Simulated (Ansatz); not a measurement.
## Strain and the gap of HfO₂ (fluorite)

HfO₂ (fluorite), relaxed with r2SCAN in the PAW code Ansatz. It is cubic, Fm-3m (No. 225); a = 5.058 Å in the conventional setting, 10.79 Å³ an atom. Around Hf lie 8 O at 2.19 Å; around O lie 4 Hf at 2.19 Å.

The axes x, y and z are those of this cell:
```
CELL_PARAMETERS angstrom
0.00000 2.52918 2.52918
2.52918 0.00000 2.52918
2.52918 2.52918 0.00000
ATOMIC_POSITIONS crystal
Hf 0.00000 0.00000 0.00000
O 0.25000 0.25000 0.25000
O 0.75000 0.75000 0.75000
```

Unstrained: The PBE gap is direct at X: 3.803 eV. The r2SCAN gap is direct at X: 4.303 eV. The HSE06 gap is direct at X: 5.409 eV. Meshes: PBE 8×8×8, r2SCAN 8×8×8, HSE06 6×6×6. Strains are changes of length per length, and xy shears are angles. After each strain the atoms were relaxed again with r2SCAN within the symmetry that the strain leaves, so tilts or polar shifts that break it weren't tested; points keep the names that they have in the unstrained zone. No spin polarisation and no zero-point or thermal motion.

Changes of the least gap in eV (an overlap counts as a negative gap):
```csv
strain,volume change (%),space group,PBE,r2SCAN,HSE06,"energy rise, r2SCAN (meV/atom)"
"epitaxial +5.0 % in the plane normal to [111], free normal strain -5.40 %",+4.3,R-3m,-0.027,-0.035,-0.048,49.7
"xy shear, engineering strain (angle) +2.5 %",0.0,Immm,+0.001,+0.001,+0.001,1.6
"epitaxial -2.5 % in the xy plane, free normal strain +0.98 %",-4.0,I4/mmm,-0.233,-0.202,-0.172,29.5
uniaxial +2.0 % along z,+2.0,I4/mmm,-0.147,-0.147,-0.148,7.8
```

Epitaxial +5.0 % in the plane normal to [111], free normal strain -5.40 %. HSE06: the gap goes from 5.409 to 5.361 eV (-0.048 eV). Stress change with r2SCAN, compression positive: xx -9.48, yy -9.48, zz -9.48, xy +4.73, xz +4.73, yz +4.73 GPa.

Xy shear, engineering strain (angle) +2.5 %. HSE06: the gap goes from 5.409 to 5.410 eV (+0.001 eV). Stress change with r2SCAN, compression positive: xx +0.10, yy +0.10, zz +0.08, xy -1.86 GPa.

Epitaxial -2.5 % in the xy plane, free normal strain +0.98 %. HSE06: the gap goes from 5.409 to 5.237 eV (-0.172 eV); it turns from direct (X) to indirect (X → Γ). Stress change with r2SCAN, compression positive: xx +18.19, yy +18.19, zz -0.05 GPa.

Uniaxial +2.0 % along z, other directions held. PBE: the gap goes from 3.803 to 3.656 eV (-0.147 eV); the edges move from X to X → Γ; least and direct gap lie within 0.04 eV, so its kind isn't settled. HSE06: the gap goes from 5.409 to 5.261 eV (-0.148 eV). Stress change with r2SCAN, compression positive: xx -1.96, yy -1.96, zz -11.49 GPa.

No spin-orbit coupling is included; it can move band edges with weight on the heavy atoms by tenths of an eV.

The meshes of the hybrids are coarse, so their gaps aren't converged to the digits shown.
